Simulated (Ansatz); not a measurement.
# In: energy and pressure over a range of volumes, part 1 of 2

How stiff is In, and at what volume does the pressure vanish? The cell is scaled evenly, atoms carried along, and solved with LAPW, PAW and all-electron datasets made for the crystal.

Program: Ansatz 0.2.0. Level of theory: DFT PBE, scalar-relativistic. These are calculated values, not measurements.

### Step 1. The starting structure

Symmetry: R-3m, No. 166, trigonal system. The conventional cell has a = 3.339 Å, b = 3.339 Å, c = 24.622 Å, α = 90.00°, β = 90.00°, γ = 120.00°. In (site symmetry -3m) is surrounded by 12 In at 3.34 to 3.35 Å. Around In (site symmetry 3m) lie 12 In at 3.34 to 3.35 Å.

As a file:

```xyz
3
Lattice="1.6696 0.9640 8.2075 -1.6696 0.9640 8.2075 0.0000 -1.9279 8.2075" Properties=species:S:1:pos:R:3 pbc="T T T"
In    0.0000    0.0000    0.0000
In    0.0000    0.0000   19.1565
In    0.0000    0.0000    5.4659
```

Atoms are numbered in the order of the input: In1, In2, In3.

### Step 2. Volume × 0.96, LAPW

Contents of input.yaml:

```yaml
crystal:
  lattice:
    - [1.6470713907, 0.9509371108, 8.0965379867]
    - [-1.6470713907, 0.9509371108, 8.0965379867]
    - [0.0, -1.9018742216, 8.0965379867]
  atoms:
    - { symbol: In, position: [0.0, 0.0, 0.0] }
    - { symbol: In, position: [0.77801224, 0.77801224, 0.77801224] }
    - { symbol: In, position: [0.22198776, 0.22198776, 0.22198776] }
kpoints:
  mp_grid: { grid: [14, 14, 14] }
  band_path:
    path:
      - [0.0, 0.0, 0.0]
      - [0.5, 0.5, 0.5]
      - [0.824137023, 0.175862977, 0.5]
      - [0.5, -0.175862977, 0.175862977]
      - [0.5, 0.0, 0.0]
      - [0.0, 0.0, 0.0]
      - [0.3379314885, -0.3379314885, 0.0]
      - [0.6620685115, 0.0, 0.3379314885]
      - [0.5, 0.0, 0.5]
    npoints: 5
scf:
  occupations: { method: fermi_dirac, width: 0.05 }
hamiltonian:
  xc: pbe
  pseudopotentials: { kind: all_electron, lapw: { basis_error: 0.0005 } }
output:
  forces: true
  stress: true
  eigenvalues: true
```

Command:

```sh
ansatz run input.yaml --threads 1 --pin off --max-ram 6144MiB --backend cpu --events-out ev --progress --plain --runs-dir out
```

Log (excerpt; [...] marks lines left out):

```text
LAPW: plane waves up to 7.013 Å⁻¹, error target 5.0e-4 eV per atom; small_component_spin mean_spin; In in spheres of 1.646 Å, 21 of its electrons in bands, Dirac shells []
[...]
Pseudopotentials: kind: all_electron
Pseudopotential: In, LAPW, valence charge 21, Koelling and Harmon's equation, gaussian nucleus
Functional definition: PBE
[...]
Crystal: 3 atoms, lattice volume = 76.088 Å³
Basis set: ecut = 187.367734280169 eV, 457 PW (Γ), FFT grids on a1−a3, a2−a3, a3, exchange–correlation at level 2
Bands: 38, of which v1, the nominal top of the filled ones, is band 32 counted from 1 (31 counted from 0)
Symmetry: 12 space group operations
Space group: R-3m (ITA 166), of the structure as read, at distance tolerance 4.2e-5 Å
k-points: 288 of 2744
[...]
SCF iter   1: F=—  HF=-480137.928731 eV  |F-HF|=—  |Δ(HF+E_count)|=         —  Δρ=5.57e-3  dr2=1.62e-2  ethr=2.54e-5  ⟨swp⟩=3.4  Hψ=77032  notcnv=0
[...]
SCF iter   9: F=-480137.838663 eV  HF=-480137.838663 eV  |F-HF|=4.76e-8  |Δ(HF+E_count)|=   5.92e-8  Δρ=3.06e-6  dr2=4.67e-8  ethr=2.75e-10  ⟨swp⟩=2.0  Hψ=33583  notcnv=0
[...]
NSCF: frozen V_eff on 41 k-points
SCF converged after 9 iterations
Free energy (F): -480137.838663 eV
[...]
E sigma→0 (E₀):  -480137.832360 eV
Entropy (-TS):   -0.012605 eV (-4.202 meV/atom)
Fermi energy:    14.125812 eV
[...]
--- Forces (eV/Å), atoms counted from 1 ---
  atom   1  In     0.00000000     0.00000000    -0.00000000
  atom   2  In     0.00000000    -0.00000000    -0.03106485
  atom   3  In     0.00000000     0.00000000     0.03106485
[...]
--- Stress (GPa, compression-positive) ---
        3.553815      -0.000000      -0.000000
       -0.000000       3.553815       0.000000
       -0.000000       0.000000       3.844921
  P = ⅓ Tr σ = 3.6509 GPa (36.509 kbar)
--- Band table (eV; the first three rows and the last of 288) ---
[...]
```

Run time: 73 s. Hardware: 1 thread of Intel Xeon 6975P-C (Granite Rapids), shared host; peak memory 1.2 GiB.

Result: pressure 3.65 GPa; no gap; largest force 0.031 eV/Å.

### Step 3. Volume × 0.96, PAW

Contents of input.yaml:

```yaml
crystal:
  lattice:
    - [1.6470713907, 0.9509371108, 8.0965379867]
    - [-1.6470713907, 0.9509371108, 8.0965379867]
    - [0.0, -1.9018742216, 8.0965379867]
  atoms:
    - { symbol: In, position: [0.0, 0.0, 0.0] }
    - { symbol: In, position: [0.77801224, 0.77801224, 0.77801224] }
    - { symbol: In, position: [0.22198776, 0.22198776, 0.22198776] }
kpoints:
  mp_grid: { grid: [14, 14, 14] }
scf:
  occupations: { method: fermi_dirac, width: 0.05 }
hamiltonian:
  xc: pbe
  pseudopotentials: { kind: paw }
output:
  forces: true
  stress: true
  eigenvalues: true
  efg: { contact_densities: true }
  write_density: true
  write_potential: true
  elf: true
  volumetric_format: npy
```

Command:

```sh
ansatz run input.yaml --threads 1 --pin off --max-ram 6144MiB --backend cpu --events-out ev --progress --plain --runs-dir out
```

Log (excerpt; [...] marks lines left out):

```text
[...]
In: output.efg is read without spin–orbit coupling, which moves field gradients at and beside such atoms by some per cent and up to a factor of two; PAW files take it under magnetization.noncollinear and magnetization.spin_orbit
[...]
Pseudopotentials: kind: paw
Pseudopotential: In, paw, valence charge 13, recommended cutoff 420 eV (normal)
Functional definition: PBE
[...]
Crystal: 3 atoms, lattice volume = 76.088 Å³
Basis set: ecut = 420 eV, 1503 PW (Γ), FFT grids on a1−a2, a2, −a2+a3, exchange–correlation on 48×120×48 points (8 copies of the dense FFT grid, shifted against one another)
Bands: 24, of which v1, the nominal top of the filled ones, is band 20 counted from 1 (19 counted from 0)
Symmetry: 12 space group operations
Space group: R-3m (ITA 166), of the structure as read, at distance tolerance 4.2e-5 Å
k-points: 288 of 2744
[...]
  atom   2  In     0.00000000    -0.00000000    -0.03123283
  atom   3  In     0.00000000     0.00000000     0.03123283
[...]
--- Stress (GPa, compression-positive) ---
        3.553458      -0.000000      -0.000000
       -0.000000       3.553458       0.000000
       -0.000000       0.000000       3.844432
  P = ⅓ Tr σ = 3.6504 GPa (36.504 kbar)
--- PAW observables at the nuclei: V_zz in 10²¹ V/m², potentials from the cell's mean, atoms counted from 1 ---
  atom   1  In V_zz =    +0.253769   η = 0.0000   by run symmetry: allowed
            electrostatic potential = -7940.929470 V   contact ρ = 1133080.089786 e/Å³
  atom   2  In V_zz =    -0.493767   η = 0.0000   by run symmetry: allowed
            electrostatic potential = -7940.932445 V   contact ρ = 1133078.689435 e/Å³
  atom   3  In V_zz =    -0.493767   η = 0.0000   by run symmetry: allowed
            electrostatic potential = -7940.932445 V   contact ρ = 1133078.689435 e/Å³
--- Band table (eV; the first three rows and the last of 288) ---
[... band rows left out ...]
[...]
```

It took 17 s on 1 thread of Intel Xeon 6975P-C (Granite Rapids), shared host; peak memory 0.7 GiB.

Result: pressure 3.65 GPa; no gap; largest force 0.031 eV/Å; Vzz In1 0.25 (η = 0.00), In2 -0.49 (η = 0.00) (10²¹ V/m²).

### Step 4. Volume × 0.96, crystal datasets

input.yaml: that of step 3 with these lines changed.

```diff
@@ -15,3 +15,3 @@
   xc: pbe
-  pseudopotentials: { kind: paw }
+  pseudopotentials: { kind: all_electron, datasets: crystal }
 output:
@@ -21,5 +21 @@
   efg: { contact_densities: true }
-  write_density: true
-  write_potential: true
-  elf: true
-  volumetric_format: npy
```

Command:

```sh
ansatz run input.yaml --threads 1 --pin off --max-ram 6144MiB --backend cpu --events-out ev --progress --plain --runs-dir out
```

Log (excerpt; [...] marks lines left out):

```text
[...]
band count auto-derived: 25 (N_el = 39.0; filled up to band 20; 24 by the electrons, moments and atoms)
In: output.efg is read without spin–orbit coupling, which moves field gradients at and beside such atoms by some per cent and up to a factor of two; PAW files take it under magnetization.noncollinear and magnetization.spin_orbit
[...]
Pseudopotentials: kind: all_electron
Pseudopotential: In, paw, valence charge 13, recommended cutoff 260 eV (normal), Koelling and Harmon's equation, gaussian nucleus
Functional definition: PBE
[...]
Crystal: 3 atoms, lattice volume = 76.088 Å³
Basis set: ecut = 260 eV, 747 PW (Γ), FFT grids on a1−a3, a2−a3, a3, exchange–correlation on 36×36×90 points (8 copies of the dense FFT grid, shifted against one another)
Bands: 25, of which v1, the nominal top of the filled ones, is band 20 counted from 1 (19 counted from 0)
[...]
  atom   2  In     0.00000000    -0.00000000    -0.03121795
  atom   3  In    -0.00000000     0.00000000     0.03121795
[...]
--- Stress (GPa, compression-positive) ---
        3.552828      -0.000000      -0.000000
       -0.000000       3.552828       0.000000
       -0.000000       0.000000       3.844004
  P = ⅓ Tr σ = 3.6499 GPa (36.499 kbar)
--- PAW observables at the nuclei: V_zz in 10²¹ V/m², potentials from the cell's mean, atoms counted from 1 ---
  atom   1  In V_zz =    +0.257960   η = 0.0000   by run symmetry: allowed
            electrostatic potential = -7940.875586 V   contact ρ = 1133021.158472 e/Å³
  atom   2  In V_zz =    -0.495379   η = 0.0000   by run symmetry: allowed
            electrostatic potential = -7940.879071 V   contact ρ = 1133019.756431 e/Å³
  atom   3  In V_zz =    -0.495379   η = 0.0000   by run symmetry: allowed
            electrostatic potential = -7940.879071 V   contact ρ = 1133019.756431 e/Å³
--- Band table (eV; the first three rows and the last of 288) ---
[... band rows left out ...]
[...]
```

Run time: 36 s. Hardware: 1 thread of Intel Xeon 6975P-C (Granite Rapids), shared host; peak memory 1.3 GiB.

Read from it: pressure 3.65 GPa; no gap; largest force 0.031 eV/Å; Vzz In1 0.26 (η = 0.00), In2 -0.50 (η = 0.00) (10²¹ V/m²).

### Step 5. Volume × 0.99, LAPW

Contents of input.yaml:

```yaml
crystal:
  lattice:
    - [1.6640527053, 0.9607412773, 8.1800133351]
    - [-1.6640527053, 0.9607412773, 8.1800133351]
    - [0.0, -1.9214825547, 8.1800133351]
  atoms:
    - { symbol: In, position: [0.0, 0.0, 0.0] }
    - { symbol: In, position: [0.77801224, 0.77801224, 0.77801224] }
    - { symbol: In, position: [0.22198776, 0.22198776, 0.22198776] }
kpoints:
  mp_grid: { grid: [14, 14, 14] }
  band_path:
    path:
      - [0.0, 0.0, 0.0]
      - [0.5, 0.5, 0.5]
      - [0.824137023, 0.175862977, 0.5]
      - [0.5, -0.175862977, 0.175862977]
      - [0.5, 0.0, 0.0]
      - [0.0, 0.0, 0.0]
      - [0.3379314885, -0.3379314885, 0.0]
      - [0.6620685115, 0.0, 0.3379314885]
      - [0.5, 0.0, 0.5]
    npoints: 5
scf:
  occupations: { method: fermi_dirac, width: 0.05 }
hamiltonian:
  xc: pbe
  pseudopotentials: { kind: all_electron, lapw: { basis_error: 0.0005 } }
output:
  forces: true
  stress: true
  eigenvalues: true
```

Command:

```sh
ansatz run input.yaml --threads 1 --pin off --max-ram 6144MiB --backend cpu --events-out ev --progress --plain --runs-dir out
```

Log (excerpt; [...] marks lines left out):

```text
LAPW: plane waves up to 6.923 Å⁻¹, error target 5.0e-4 eV per atom; small_component_spin mean_spin; In in spheres of 1.663 Å, 21 of its electrons in bands, Dirac shells []
[...]
Pseudopotentials: kind: all_electron
Pseudopotential: In, LAPW, valence charge 21, Koelling and Harmon's equation, gaussian nucleus
Functional definition: PBE
[...]
Crystal: 3 atoms, lattice volume = 78.466 Å³
Basis set: ecut = 182.59743769077215 eV, 445 PW (Γ), FFT grids on a1−a3, a2−a3, a3, exchange–correlation at level 2
Bands: 38, of which v1, the nominal top of the filled ones, is band 32 counted from 1 (31 counted from 0)
Symmetry: 12 space group operations
Space group: R-3m (ITA 166), of the structure as read, at distance tolerance 4.3e-5 Å
k-points: 288 of 2744
[...]
SCF iter   1: F=—  HF=-480137.965318 eV  |F-HF|=—  |Δ(HF+E_count)|=         —  Δρ=5.31e-3  dr2=1.55e-2  ethr=2.43e-5  ⟨swp⟩=3.4  Hψ=77043  notcnv=0
[...]
SCF iter   9: F=-480137.881371 eV  HF=-480137.881371 eV  |F-HF|=4.52e-8  |Δ(HF+E_count)|=   6.97e-8  Δρ=2.96e-6  dr2=4.57e-8  ethr=2.70e-10  ⟨swp⟩=2.0  Hψ=33639  notcnv=0
[...]
NSCF: frozen V_eff on 41 k-points
SCF converged after 9 iterations
Free energy (F): -480137.881371 eV
[...]
E sigma→0 (E₀):  -480137.874970 eV
Entropy (-TS):   -0.012802 eV (-4.267 meV/atom)
Fermi energy:    13.578202 eV
[...]
--- Forces (eV/Å), atoms counted from 1 ---
  atom   1  In     0.00000000     0.00000000     0.00000000
  atom   2  In     0.00000000     0.00000000    -0.02022128
  atom   3  In     0.00000000    -0.00000000     0.02022128
[...]
--- Stress (GPa, compression-positive) ---
        2.065542      -0.000000       0.000000
       -0.000000       2.065542      -0.000000
        0.000000      -0.000000       2.320628
  P = ⅓ Tr σ = 2.1506 GPa (21.506 kbar)
--- Band table (eV; the first three rows and the last of 288) ---
[...]
```

Run time: 72 s. Hardware: 1 thread of Intel Xeon 6975P-C (Granite Rapids), shared host; peak memory 1.2 GiB.

This run gives: pressure 2.15 GPa; no gap; largest force 0.020 eV/Å.

### Step 6. Volume × 0.99, PAW

Contents of input.yaml:

```yaml
crystal:
  lattice:
    - [1.6640527053, 0.9607412773, 8.1800133351]
    - [-1.6640527053, 0.9607412773, 8.1800133351]
    - [0.0, -1.9214825547, 8.1800133351]
  atoms:
    - { symbol: In, position: [0.0, 0.0, 0.0] }
    - { symbol: In, position: [0.77801224, 0.77801224, 0.77801224] }
    - { symbol: In, position: [0.22198776, 0.22198776, 0.22198776] }
kpoints:
  mp_grid: { grid: [14, 14, 14] }
scf:
  occupations: { method: fermi_dirac, width: 0.05 }
hamiltonian:
  xc: pbe
  pseudopotentials: { kind: paw }
output:
  forces: true
  stress: true
  eigenvalues: true
  efg: { contact_densities: true }
```

Command:

```sh
ansatz run input.yaml --threads 1 --pin off --max-ram 6144MiB --backend cpu --events-out ev --progress --plain --runs-dir out
```

Log (excerpt; [...] marks lines left out):

```text
[...]
In: output.efg is read without spin–orbit coupling, which moves field gradients at and beside such atoms by some per cent and up to a factor of two; PAW files take it under magnetization.noncollinear and magnetization.spin_orbit
[...]
Pseudopotentials: kind: paw
Pseudopotential: In, paw, valence charge 13, recommended cutoff 420 eV (normal)
Functional definition: PBE
[...]
Crystal: 3 atoms, lattice volume = 78.466 Å³
Basis set: ecut = 420 eV, 1563 PW (Γ), FFT grids on a1−a3, a2−a3, a3, exchange–correlation on 48×48×120 points (8 copies of the dense FFT grid, shifted against one another)
Bands: 24, of which v1, the nominal top of the filled ones, is band 20 counted from 1 (19 counted from 0)
Symmetry: 12 space group operations
Space group: R-3m (ITA 166), of the structure as read, at distance tolerance 4.3e-5 Å
k-points: 288 of 2744
[...]
  atom   2  In    -0.00000000     0.00000000    -0.02040358
  atom   3  In     0.00000000    -0.00000000     0.02040358
[...]
--- Stress (GPa, compression-positive) ---
        2.064734      -0.000000       0.000000
       -0.000000       2.064734      -0.000000
        0.000000      -0.000000       2.320161
  P = ⅓ Tr σ = 2.1499 GPa (21.499 kbar)
--- PAW observables at the nuclei: V_zz in 10²¹ V/m², potentials from the cell's mean, atoms counted from 1 ---
  atom   1  In V_zz =    +0.260452   η = 0.0000   by run symmetry: allowed
            electrostatic potential = -7940.394729 V   contact ρ = 1133081.793995 e/Å³
  atom   2  In V_zz =    -0.485087   η = 0.0000   by run symmetry: allowed
            electrostatic potential = -7940.396739 V   contact ρ = 1133080.223050 e/Å³
  atom   3  In V_zz =    -0.485087   η = 0.0000   by run symmetry: allowed
            electrostatic potential = -7940.396739 V   contact ρ = 1133080.223050 e/Å³
--- Band table (eV; the first three rows and the last of 288) ---
[... band rows left out ...]
[...]
```

It took 12 s on 1 thread of Intel Xeon 6975P-C (Granite Rapids), shared host; peak memory 0.71 GiB.

Read from it: pressure 2.15 GPa; no gap; largest force 0.020 eV/Å; Vzz In1 0.26 (η = 0.00), In2 -0.49 (η = 0.00) (10²¹ V/m²).

### Step 7. Volume × 0.99, crystal datasets

input.yaml: that of step 6 with these lines changed.

```diff
@@ -15,3 +15,3 @@
   xc: pbe
-  pseudopotentials: { kind: paw }
+  pseudopotentials: { kind: all_electron, datasets: crystal }
 output:
```

Command:

```sh
ansatz run input.yaml --threads 1 --pin off --max-ram 6144MiB --backend cpu --events-out ev --progress --plain --runs-dir out
```

Log (excerpt; [...] marks lines left out):

```text
[...]
band count auto-derived: 25 (N_el = 39.0; filled up to band 20; 24 by the electrons, moments and atoms)
In: output.efg is read without spin–orbit coupling, which moves field gradients at and beside such atoms by some per cent and up to a factor of two; PAW files take it under magnetization.noncollinear and magnetization.spin_orbit
[...]
Pseudopotentials: kind: all_electron
Pseudopotential: In, paw, valence charge 13, recommended cutoff 260 eV (normal), Koelling and Harmon's equation, gaussian nucleus
Functional definition: PBE
[...]
Crystal: 3 atoms, lattice volume = 78.466 Å³
Basis set: ecut = 260 eV, 765 PW (Γ), FFT grids on a1−a3, a2−a3, a3, exchange–correlation on 36×36×90 points (8 copies of the dense FFT grid, shifted against one another)
Bands: 25, of which v1, the nominal top of the filled ones, is band 20 counted from 1 (19 counted from 0)
[...]
  atom   2  In     0.00000000     0.00000000    -0.02036682
  atom   3  In     0.00000000    -0.00000000     0.02036682
[...]
--- Stress (GPa, compression-positive) ---
        2.064532      -0.000000       0.000000
       -0.000000       2.064532      -0.000000
        0.000000      -0.000000       2.319711
  P = ⅓ Tr σ = 2.1496 GPa (21.496 kbar)
--- PAW observables at the nuclei: V_zz in 10²¹ V/m², potentials from the cell's mean, atoms counted from 1 ---
  atom   1  In V_zz =    +0.263915   η = 0.0000   by run symmetry: allowed
            electrostatic potential = -7940.344439 V   contact ρ = 1133022.863710 e/Å³
  atom   2  In V_zz =    -0.487235   η = 0.0000   by run symmetry: allowed
            electrostatic potential = -7940.347418 V   contact ρ = 1133021.293577 e/Å³
  atom   3  In V_zz =    -0.487235   η = 0.0000   by run symmetry: allowed
            electrostatic potential = -7940.347418 V   contact ρ = 1133021.293577 e/Å³
--- Band table (eV; the first three rows and the last of 288) ---
[... band rows left out ...]
[...]
```

It took 37 s on 1 thread of Intel Xeon 6975P-C (Granite Rapids), shared host; peak memory 1.3 GiB.

In short: pressure 2.15 GPa; no gap; largest force 0.020 eV/Å; Vzz In1 0.26 (η = 0.00), In2 -0.49 (η = 0.00) (10²¹ V/m²).

### Step 8. Volume × 1.02, LAPW

Contents of input.yaml:

```yaml
crystal:
  lattice:
    - [1.6806943363, 0.9703493275, 8.2618188953]
    - [-1.6806943363, 0.9703493275, 8.2618188953]
    - [0.0, -1.940698655, 8.2618188953]
  atoms:
    - { symbol: In, position: [0.0, 0.0, 0.0] }
    - { symbol: In, position: [0.77801224, 0.77801224, 0.77801224] }
    - { symbol: In, position: [0.22198776, 0.22198776, 0.22198776] }
kpoints:
  mp_grid: { grid: [14, 14, 14] }
  band_path:
    path:
      - [0.0, 0.0, 0.0]
      - [0.5, 0.5, 0.5]
      - [0.824137023, 0.175862977, 0.5]
      - [0.5, -0.175862977, 0.175862977]
      - [0.5, 0.0, 0.0]
      - [0.0, 0.0, 0.0]
      - [0.3379314885, -0.3379314885, 0.0]
      - [0.6620685115, 0.0, 0.3379314885]
      - [0.5, 0.0, 0.5]
    npoints: 5
scf:
  occupations: { method: fermi_dirac, width: 0.05 }
hamiltonian:
  xc: pbe
  pseudopotentials: { kind: all_electron, lapw: { basis_error: 0.0005 } }
output:
  forces: true
  stress: true
  eigenvalues: true
```

Command:

```sh
ansatz run input.yaml --threads 1 --pin off --max-ram 6144MiB --backend cpu --events-out ev --progress --plain --runs-dir out
```

Log (excerpt; [...] marks lines left out):

```text
LAPW: plane waves up to 6.837 Å⁻¹, error target 5.0e-4 eV per atom; small_component_spin mean_spin; In in spheres of 1.680 Å, 21 of its electrons in bands, Dirac shells []
[...]
Pseudopotentials: kind: all_electron
Pseudopotential: In, LAPW, valence charge 21, Koelling and Harmon's equation, gaussian nucleus
Functional definition: PBE
[...]
Crystal: 3 atoms, lattice volume = 80.843 Å³
Basis set: ecut = 178.0801144532244 eV, 443 PW (Γ), FFT grids on a1−a3, a2−a3, a3, exchange–correlation at level 2
Bands: 38, of which v1, the nominal top of the filled ones, is band 32 counted from 1 (31 counted from 0)
Symmetry: 12 space group operations
Space group: R-3m (ITA 166), of the structure as read, at distance tolerance 4.3e-5 Å
k-points: 288 of 2744
[...]
SCF iter   1: F=—  HF=-480137.982069 eV  |F-HF|=—  |Δ(HF+E_count)|=         —  Δρ=5.06e-3  dr2=1.49e-2  ethr=2.34e-5  ⟨swp⟩=3.5  Hψ=77069  notcnv=0
[...]
SCF iter   9: F=-480137.903664 eV  HF=-480137.903664 eV  |F-HF|=3.94e-8  |Δ(HF+E_count)|=   8.32e-8  Δρ=2.91e-6  dr2=4.24e-8  ethr=2.75e-10  ⟨swp⟩=2.0  Hψ=33643  notcnv=0
[...]
NSCF: frozen V_eff on 41 k-points
SCF converged after 9 iterations
Free energy (F): -480137.903664 eV
[...]
E sigma→0 (E₀):  -480137.897156 eV
Entropy (-TS):   -0.013015 eV (-4.338 meV/atom)
Fermi energy:    13.064053 eV
[...]
--- Forces (eV/Å), atoms counted from 1 ---
  atom   1  In     0.00000000     0.00000000     0.00000000
  atom   2  In     0.00000000     0.00000000    -0.01046523
  atom   3  In     0.00000000    -0.00000000     0.01046523
[...]
--- Stress (GPa, compression-positive) ---
        0.818549       0.000000      -0.000000
        0.000000       0.818549      -0.000000
       -0.000000      -0.000000       1.037805
  P = ⅓ Tr σ = 0.8916 GPa (8.916 kbar)
--- Band table (eV; the first three rows and the last of 288) ---
[...]
```

Wall time 72 s (1 thread of Intel Xeon 6975P-C (Granite Rapids), shared host); peak memory 1.2 GiB.

Read from it: pressure 0.89 GPa; no gap; largest force 0.010 eV/Å.

(Continued in part 2 of 2.)
